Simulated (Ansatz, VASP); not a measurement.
**Li2O in VASP and in Ansatz**

```
Li O
1.0
     0.00000    2.24702    2.24702
     2.24702    0.00000    2.24702
     2.24702    2.24702    0.00000
Li O
2 1
Direct
  0.25000 0.25000 0.25000
  0.75000 0.75000 0.75000
  0.00000 0.00000 0.00000
```

Alike in both runs: functional LDA; k mesh 8 × 8 × 8; occupations gaussian, width 0.02 eV; no spin polarisation.

Ansatz relaxed the structure, and its values are those at the end. VASP's run is a single point on that final structure, the one shown.

|  | VASP | Ansatz |
| --- | --- | --- |
| version | VASP 6.6.1 | Ansatz 0.2.0 |
| potentials or method | VASP PAW LDA potentials, release 64 (Li_sv, O) | scalar-relativistic, plane waves, PAW |
| plane-wave cutoff (eV) | 520 | 420 |
| valence electrons in the cell | 12 | 12 |

```csv
,VASP,Ansatz,Ansatz less VASP
gap on the k mesh at the Fermi level (eV),4.94,4.96,+0.018
least direct gap on the mesh (eV),5.89,5.88,-0.016
```

 A k mesh can miss the band edges.
